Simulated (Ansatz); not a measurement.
Relaxed bulk CdTe:

```
Cd Te
1.0
     0.00000    3.24467    3.24467
     3.24467    0.00000    3.24467
     3.24467    3.24467    0.00000
Cd Te
1 1
Direct
  0.00000 0.00000 0.00000
  0.75000 0.75000 0.75000
```

Miller indices refer to the conventional cell of F-43m (No. 216), a = 6.489 Å, b = 6.489 Å, c = 6.489 Å, α = 90.00°, β = 90.00°, γ = 90.00°. The bulk's gap is 0.65 eV.

The (100) slab of 8 planes, 11.4 Å thick with 15 Å of vacuum as cut; outer planes Cd (top) and Te (bottom).

Computed with DFT PBEsol, scalar-relativistic, plane waves, PAW in Ansatz. Cutoff 420 eV; k points 6×6×1 on the computed 8-atom cell (Γ-centred); Gaussian smearing, width 0.05 eV; no spin polarisation. A dipole correction removes the field between periodic images along c.

This cut of an insulator is polar or leaves open shells, so the slab is metallic here; real surfaces compensate by reconstruction or adsorbates.

With the atoms at the bulk's places:

* Surface energy (mean of both faces): 1.14 J/m²
* Gap of the slab on the mesh: none (metal or semimetal)
* Work function: 3.92 eV (top), 6.00 eV (bottom)
* Dipole of the slab along +c, per cell: 0.24 e·Å

Q: What changes when all atoms relax within this surface cell and its symmetry?

A: The energy falls by 0.021 J/m² a face, and the largest move is 0.08 Å.

```yaml
Surface_energy_mean_of_both_faces: 1.12 J/m²
Gap_of_the_slab_on_the_mesh: none (metal or semimetal)
Work_function: 3.84 eV (top), 5.98 eV (bottom)
Dipole_of_the_slab_along_+c_per_cell: 0.25 e·Å
```

| plane (bottom to top) | atoms | spacing to next, bulk (Å) | relaxed (Å) | change (%) |
| --- | --- | --- | --- | --- |
| 1 | Te | 1.622 | 1.528 | -5.8 |
| 2 | Cd | 1.622 | 1.729 | +6.6 |
| 3 | Te | 1.622 | 1.536 | -5.3 |
| 4 | Cd | 1.622 | 1.708 | +5.3 |
| 5 | Te | 1.622 | 1.553 | -4.3 |
| 6 | Cd | 1.622 | 1.727 | +6.5 |
| 7 | Te | 1.622 | 1.585 | -2.3 |
| 8 | Cd |  |  |  |

Spin-orbit coupling is left out, which matters for the bands of heavy elements. Gaps are read on the k points sampled, so a band crossing between them can be missed.